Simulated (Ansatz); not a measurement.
The system is Cu.

```
Cu
1.0
     2.53076    0.00000    0.00000
    -1.26538    2.19171    0.00000
     0.00000    0.00000    8.26182
Cu
4
Direct
  0.66667 0.33333 0.75000
  0.00000 0.00000 0.50000
  0.33333 0.66667 0.25000
  0.00000 0.00000 0.00000
```

This isn't the form of Cu at room conditions, which is fcc.

| Quantity | Value |
| --- | --- |
| Program | Ansatz 0.2.0 |
| Task | single point |
| Functional | PBEsol |
| Potentials or basis | Ansatz PAW |
| Cutoff | 420 eV (not typed: the program's choice for these potentials) |
| k mesh | 12 × 12 × 4 |
| Occupations | fermi-dirac, width 0.05 eV |
| Spin | no spin polarisation |

On this cell: pressure -1.9 GPa; largest force under 0.003 eV/Å; band gap on the k mesh none (metal or under the smearing width).

The same run follows on a disturbed copy (atoms moved at random, drawn with an rms of 0.05 Å):

```
Cu
1.0
     2.53076    0.00000    0.00000
    -1.26538    2.19171    0.00000
     0.00000    0.00000    8.26182
Cu
4
Cartesian
  1.2394 0.7351 6.2148
  0.0142 0.0376 4.1714
  -0.0486 1.4204 2.0238
  -0.0035 0.0357 0.0391
```

What does the disturbed cell give?

The energy (extrapolated to zero smearing) moves by +8.9 meV/atom; pressure -1.4 GPa; largest force 0.666 eV/Å; band gap on the k mesh none (metal or under the smearing width).

Forces in eV/Å, atoms in the order of the input:
```
Cu   0.048  0.041  0.158
Cu  -0.059 -0.065 -0.352
Cu   0.060  0.127  0.651
Cu  -0.049 -0.103 -0.457
```

Stress tensor (GPa, compression positive):
```
-1.78 -0.16  0.19
-0.16 -1.16  0.31
 0.19  0.31 -1.32
```

Caveats: the PAW data sets come from PBE, with cores solved anew for the run's functional, which leaves a small shift of forces and pressure.
